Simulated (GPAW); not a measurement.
Set up this calculation in GPAW 26.7.0, as an ASE script.

```
Task                : single point
Functional          : TB-mBJ
Potentials or basis : GPAW PAW data sets for LDA (gpaw-data 1.2.1)
Cutoff              : 600 eV
Basis               : pw
k mesh              : 2 × 4 × 4
Occupations         : fermi-dirac, width 0.05 eV
Spin                : no spin polarisation
Maxiter             : 150
```

The system is SnSe.

```
Sn Se
1.0
    11.42000    0.00000    0.00000
     0.00000    4.19000    0.00000
     0.00000    0.00000    4.46000
Sn Se
4 4
Direct
  0.87700 0.75000 0.90900
  0.62300 0.25000 0.40900
  0.37700 0.75000 0.59100
  0.12300 0.25000 0.09100
  0.64300 0.75000 0.98400
  0.85700 0.25000 0.48400
  0.14300 0.75000 0.51600
  0.35700 0.25000 0.01600
```

One way to write it, as run:

run.py

```python
from ase import Atoms
from ase.dft.bandgap import bandgap
from ase.io import write
from gpaw import GPAW, PW

atoms = Atoms(['Sn', 'Sn', 'Sn', 'Sn', 'Se', 'Se', 'Se', 'Se'],
              cell=[[11.42, 0.0, 0.0],
                    [0.0, 4.19, 0.0],
                    [0.0, 0.0, 4.46]],
              scaled_positions=[[0.877, 0.75, 0.909],
                                [0.623, 0.25, 0.409],
                                [0.377, 0.75, 0.591],
                                [0.123, 0.25, 0.091],
                                [0.643, 0.75, 0.984],
                                [0.857, 0.25, 0.484],
                                [0.143, 0.75, 0.516],
                                [0.357, 0.25, 0.016]],
              pbc=True)

calc = GPAW(mode=PW(600),
            xc='TB09',
            kpts={'size': (2, 4, 4), 'gamma': True},
            occupations={'name': 'fermi-dirac', 'width': 0.05},
            nbands=62,
            convergence={'density': 1e-05, 'energy': 1e-05},
            eigensolver='cg',
            maxiter=150,
            txt='gpaw.txt')
atoms.calc = calc
energy = atoms.get_potential_energy()
calc.write('gs.gpw')
write('result.traj', atoms)
print('Fermi level:', round(calc.get_fermi_level(), 4), 'eV')
print(f'Gap: {bandgap(calc)[0]:.4f} eV, direct: {bandgap(calc, direct=True)[0]:.4f} eV')
```

Potentials or basis: GPAW PAW data sets for LDA (gpaw-data 1.2.1), pw.

The run is started by

```bash
$ OMP_NUM_THREADS=1 python run.py
```

Results of the run:

| Quantity | Value |
| --- | --- |
| Band gap on the k mesh | 1.24 eV, indirect (least direct gap 1.51 eV) |

Caveat: a model potential gives levels but no total energy; spin-orbit coupling is left out, which moves the levels of the heavy elements.

It took 12 min on 1 thread of Arm Neoverse V2 (shared host), peak memory 0.55 GiB.
